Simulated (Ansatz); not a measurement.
# Convergence of Au

```
Au
1.0
     2.74784    0.00000    0.00000
     0.00000    2.74784    0.00000
     0.00000    0.00000    2.74784
Au
1
Direct
  0.00000 0.00000 0.00000
```

The structure comes from a relaxation in the same program, started in the sc type, and has space group Pm-3m. Whether it is a known phase or the ground state wasn't checked.

Spin–orbit coupling is left out, though it moves levels of the heavy atoms by tenths of an eV or more.

Computed with DFT, PBE, PAW with Ansatz's default frozen-core files, scalar-relativistic (Ansatz 0.2.0).

Settings: a Γ-centred 12×12×12 k mesh, Fermi–Dirac smearing of 0.08 eV, cutoff 420 eV, no spin polarisation. One setting is then changed at a time.

P includes the program's estimate of the Pulay (finite-basis) term, listed apart; without it the pressure would be far more sensitive to the cutoff.

| PAW cutoff (eV) | free energy less the base's (meV/atom) | P (GPa) | Pulay term in P (GPa) |
| --- | --- | --- | --- |
| 420 (base) | 0.0 | 0.00 | 0.05 |
| 150 | 51000 | -25.62 | 1267.95 |
| 200 | 9608 | -2.91 | 355.74 |
| 250 | 1267 | 3.60 | 73.71 |
| 300 | 108 | 0.04 | 9.21 |
| 600 | -1.5 | -0.02 | 0.00 |
